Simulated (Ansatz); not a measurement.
AlN (honeycomb bilayer), computed twice by G0W0.

The cell holds 4 atoms: 2 Al and 2 N. Cell: a = 3.133 Å, b = 3.133 Å, c = 28.700 Å, α = 90.0°, β = 90.0°, γ = 120.0°. Regions: layer 1 (AlN-hc), 2 atoms (1 Al and 1 N); layer 2 (AlN-hc), 2 atoms (1 Al and 1 N). Vacuum lies along c.

```xyz
4
Lattice="3.1334 0.0000 0.0000 -1.5667 2.7136 0.0000 0.0000 0.0000 28.7000" Properties=species:S:1:pos:R:3
Al    0.0000    1.8091   13.0161
N     1.5667    0.9045   12.9809
Al    1.5667    0.9045   15.6404
N     0.0000    0.0000   15.7191
```

The structure was relaxed with PBE-D3(BJ). The runs that relaxed it are not among those shown.

The first (Ansatz 0.2.0; start PBE, 6×6×1 mesh, 359 empty bands, screening to 75 eV, PAW set soft_1 files; 4 threads of Arm Neoverse V1, shared host) gave, on its mesh: starting gap 2.65 eV, G0W0 gap 4.48 eV, mean of 1 + 4πα/V (set by the cell height) 1.55, 1.7 min.

The second gave: starting gap 2.65 eV, G0W0 gap 4.25 eV, mean of 1 + 4πα/V (set by the cell height) 1.55, 19 s.

What was changed in the input? Choose among start, files, mesh, bands and cutoff, frequency model or another key.

Changed: empty bands from 359 to 145 and screening cutoff (eV) from 75.0 to 41. The starting gap stayed, which rules out the functional and points to the GW step. Other changes could give like numbers; this is the one that was made.

Limits: not at the basis limit; coarse mesh for a sheet.

[Paths, hosts, dates, memory and timing lines, banners, echoed tables and standing remarks are left out of the program output.]

[Logs are printed without paths, hosts, clocks, repeated set-up lines and the standing remarks that a program may print on its own settings, such as how far it seeks lower states.]

[Runs of the session that timed out or met a known fault of the program may be left out.]

[Cells called generated may have been cut or substituted from an entry of the Crystallography Open Database or the Materials Project.]

[Hosts, paths, dates, database ids (printed as entryN), source tags and the programs' standing remarks are cut or masked in the printed files.]
